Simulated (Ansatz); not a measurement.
# BeTe (F-43m): the size of the finite step

```xyz
2
Lattice="0.0000 2.8284 2.8284 2.8284 0.0000 2.8284 2.8284 2.8284 0.0000" Properties=species:S:1:pos:R:3 pbc="T T T"
Be    0.0000    0.0000    0.0000
Te    4.2426    4.2426    4.2426
```

The conventional cell has a = 5.657 Å, b = 5.657 Å, c = 5.657 Å, α = 90.00°, β = 90.00°, γ = 90.00°. Be (atom 1) has 4 Te at 2.45 Å as nearest neighbours. Te (atom 2) has 4 Be at 2.45 Å as nearest neighbours.

Computed, not measured; unless marked otherwise by r²SCAN, PAW on Ansatz 0.2.0's default frozen-core files (fitted under PBE), scalar-relativistic. k mesh 8×8×8, strains of ±0.003, fixed occupations, cutoff 500 eV. The cell was relaxed by PAW under this functional, which moved its volume by +6 % from the database entry's.

(1) Elastic constants come from stresses at strains of ±0.003 (two-point stencil): C11 = 101.4, C12 = 38.3, C44 = 52.3 GPa. What does an amplitude of 0.02 give?

## Answers

(1) C11 = 101.4, C12 = 38.4, C44 = 52.4 GPa. Nothing moves by 1 %.

Known limits: frozen-core PAW files fitted under PBE, their cores solved anew for the functional of the run; constants at zero field, no piezoelectric stiffening.
